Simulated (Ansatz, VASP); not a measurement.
Given: the input of a run of VASP 6.6.1 on SnO.

File INCAR:

```
SYSTEM = SnO
  ALGO = Normal
  EDIFF = 1E-7
  ENCUT = 520
  GGA = PS
  ISIF = 2
  ISMEAR = -1
  LASPH = .True.
  LCHARG = .False.
  LREAL = .False.
  LWAVE = .False.
  NBANDS = 28
  NELM = 80
  PREC = Accurate
  SIGMA = 0.05
```

Contents of KPOINTS:

```
k-points
0
Gamma
  8 5 6
  0 0 0
```

The input POSCAR:

```
SnO
1.0
    3.3550050000      0.0000000000      0.0000000000
    0.0000000000      5.6741040000      0.0000000000
    0.0000000000      0.0000000000      4.2219700000
Sn O
2 2
Direct
    0.5000000000      0.7680910000      0.0131440000
    0.0000000000      0.2319090000      0.5131440000
    0.5000000000      0.1087500000      0.2368570000
    0.0000000000      0.8912500000      0.7368570000
```

Potentials or basis: VASP PAW PBE potentials, release 64 (Sn_d, O).

Command:

```bash
$ cat potpaw_PBE.64/Sn_d/POTCAR potpaw_PBE.64/O/POTCAR > POTCAR
$ mpirun -np 1 vasp_std > vasp.out
```

Q: Translate it to Ansatz 0.2.0. Potentials there: Ansatz PAW.

A: As run (the cutoff follows the program's own potentials):

Contents of input.yaml:

```yaml
crystal:
  lattice:
    - [3.355005, 0.0, 0.0]
    - [0.0, 5.674104, 0.0]
    - [0.0, 0.0, 4.22197]
  atoms:
    - { symbol: Sn, position: [0.5, 0.768091, 0.013144] }
    - { symbol: Sn, position: [0.0, 0.231909, 0.513144] }
    - { symbol: O, position: [0.5, 0.10875, 0.236857] }
    - { symbol: O, position: [0.0, 0.89125, 0.736857] }
hamiltonian:
  xc: pbesol
  pseudopotentials: { kind: paw }
kpoints:
  mp_grid: { grid: [8, 5, 6] }
scf:
  occupations: { method: fermi_dirac, width: 0.05 }
output:
  forces: true
  stress: true
  eigenvalues: true
```

Potentials or basis: Ansatz PAW.

The run is started by

```bash
$ ansatz run input.yaml --threads 1 --pin off --max-ram 3584MiB --backend cpu --events-out ev --progress --plain --runs-dir out
```

Both were run:

|  | VASP | Ansatz | Ansatz less VASP |
| --- | --- | --- | --- |
| gap on the k mesh at the Fermi level (eV) | 1.42 | 1.43 | +0.011 |
| least direct gap on the mesh (eV) | 2.01 | 2.02 | +0.011 |
| pressure (GPa) | -2.9 | -3.1 | -0.20 |
| largest component of the traceless stress (GPa) | 0.62 | 0.65 | +0.030 |
| rms of the force components (eV/Å) | 0.156 | 0.188 | +0.0315 |

Atom by atom the forces differ by 0.033 eV/Å (rms over components).

Caveats: spin-orbit coupling is left out, which moves the levels of the heavy elements; the PAW data sets were made with another functional, which shifts forces and pressure a little (VASP); an odd mesh through Γ misses points on the zone boundary, where band edges often lie (VASP); odd divisions of the mesh miss points on the zone boundary, where band edges often lie, so the gap on the mesh can be too wide (Ansatz); the pressure holds a Pulay correction of +0.4 GPa for the finite cutoff (Ansatz); the PAW data sets come from PBE, with cores solved anew for the run's functional, which leaves a small shift of forces and pressure (Ansatz). As with any semilocal functional, this PBEsol gap is likely too small.
